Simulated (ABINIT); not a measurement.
A calculation with ABINIT 10.8.3 (patched build) of InPd (ASE script, Cartesian positions):

run.py

```python
import json, os
import numpy as np
from ase.units import GPa
from ase.calculators.abinit import Abinit, AbinitProfile
from ase.io import read

atoms = read('InPd.xyz')

profile = AbinitProfile(command='abinit', pp_paths=[os.path.abspath('pseudos')])
params = dict(
    pps='pawxml', xc='PBE',
    ecut=598.6505,
    pawecutdg=1197.301,
    pawxcdev=0,
    kptopt=1,
    ngkpt=[8, 8, 8],
    nshiftk=1,
    shiftk=[0.0, 0.0, 0.0],
    ixc=11,
    nband=20,
    occopt=3,
    tsmear=0.05,
    nstep=100,
    tolvrs=1e-09,
    prtwf=0,
    prtden=0,
)

atoms.calc = Abinit(profile=profile, directory='run', **params)
energy = atoms.get_potential_energy()
forces = atoms.get_forces()
stress = atoms.get_stress()
print(f'energy {energy:.6f} eV')
print('forces (eV/A)')
print(np.round(forces, 5))
print('stress (GPa, Voigt, tension positive)', np.round(stress / GPa, 4))
json.dump(dict(energy=energy, forces=forces.tolist(), stress=stress.tolist(), cell=atoms.cell.tolist(), frac=atoms.get_scaled_positions(wrap=False).tolist()), open('results.json', 'w'))
```

InPd.xyz

```xyz
2
Lattice="0.0000000000 2.7460700000 2.7460700000 2.7460700000 0.0000000000 2.7460700000 2.7460700000 2.7460700000 0.0000000000" Properties=species:S:1:pos:R:3 pbc="T T T"
In     0.0000000000      0.0000000000      0.0000000000
Pd     2.7460700000      2.7460700000      2.7460700000
```

Potentials or basis: JTH PAW PBE v2.0.

Command:

```sh
$ python run.py
```

The cell was built by a generator and needn't be a form met in nature.

Write the same calculation in another form: native input, structure from a POSCAR.

As run:

File run.abi:

```
# Pseudopotentials
pp_dirpath "./"
pseudos "In.GGA_PBE-JTH.xml, Pd.GGA_PBE-JTH.xml"

# Structure
structure "poscar:POSCAR"
natom 2

# Plane-wave basis
ecut 22.0
pawecutdg 44.0
pawxcdev 0

# k points
kptopt 1
ngkpt 8 8 8
nshiftk 1
shiftk 0.0 0.0 0.0

# Exchange and correlation
ixc 11

# Bands and occupations
nband 20
occopt 3
tsmear 0.00183747

# SCF cycle
nstep 100
tolvrs 1.0e-9

# Output
iomode 3
prtwf 0
prtden 0
prteig 0
prtebands 0
enunit 1
```

File POSCAR:

```
InPd
1.0
    0.0000000000      2.7460700000      2.7460700000
    2.7460700000      0.0000000000      2.7460700000
    2.7460700000      2.7460700000      0.0000000000
In Pd
1 1
Direct
    0.0000000000      0.0000000000      0.0000000000  In
    0.5000000000      0.5000000000      0.5000000000  Pd
```

Potentials or basis: JTH PAW PBE v2.0.

Command:

```sh
$ abinit run.abi > log 2>&1
```

Both were run:

|  | ASE script, Cartesian positions | native input, structure from a POSCAR |
| --- | --- | --- |
| Pressure | 0.1 GPa | 0.1 GPa |
| Band gap on the k mesh | none (metal or under the smearing width) | none (metal or under the smearing width) |
| Valence electrons inside the program's atomic spheres | In 11.20; Pd 16.92 | In 11.20; Pd 16.92 |

Keys that steer only the numerical path or the files written may differ.
